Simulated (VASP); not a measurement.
Here is a VASP 6.6.1 calculation.

File INCAR:

```
PREC     = Accurate       # precision mode
ENCUT    = 600            # plane-wave cutoff, eV
EDIFF    = 1E-6           # SCF threshold, eV
ISMEAR   = 0              # smearing method
SIGMA    = 0.03           # smearing width, eV
LREAL    = F              # projectors in reciprocal space
LASPH    = T              # aspherical terms in the spheres
NELM     = 80             # most SCF steps
ALGO     = Normal         # electronic algorithm
ISIF     = 3              # what is computed and relaxed
LWAVE    = F              # write WAVECAR
LCHARG   = F              # write CHGCAR
GGA      = AM             # functional
IBRION   = 2              # ionic algorithm
NSW      = 90             # ionic steps
EDIFFG   = -0.01          # ionic threshold
```

KPOINTS

```
Automatic mesh
0
Gamma
  10 10 10
```

The input POSCAR:

```
HgTe
1.0
    0.0000000000      3.2145000000      3.2145000000
    3.2145000000      0.0000000000      3.2145000000
    3.2145000000      3.2145000000      0.0000000000
Hg Te
1 1
Direct
    0.0000000000      0.0000000000      0.0000000000
    0.2500000000      0.2500000000      0.2500000000
```

Potentials or basis: VASP PAW PBE potentials, release 64 (Hg, Te).

Command:

```sh
$ cat potpaw_PBE.64/Hg/POTCAR potpaw_PBE.64/Te/POTCAR > POTCAR
$ mpirun -np 1 vasp_std > vasp.out
```

(1) What does it give for the space group after relaxing (to 0.05 Å)?

(2) Estimate the band gap on the k mesh.

(3) Estimate the relaxed volume.

(4) Predict the relaxed cell.

## Answers

(1) F-43m (No. 216).

(2) none (metal or under the smearing width).

(3) 35.02 Å³/atom.

(4) a = 4.627 Å, b = 4.627 Å, c = 4.627 Å, α = 60.00°, β = 60.00°, γ = 60.00°.

Caveat: the PAW data sets were made with another functional, which shifts forces and pressure a little.
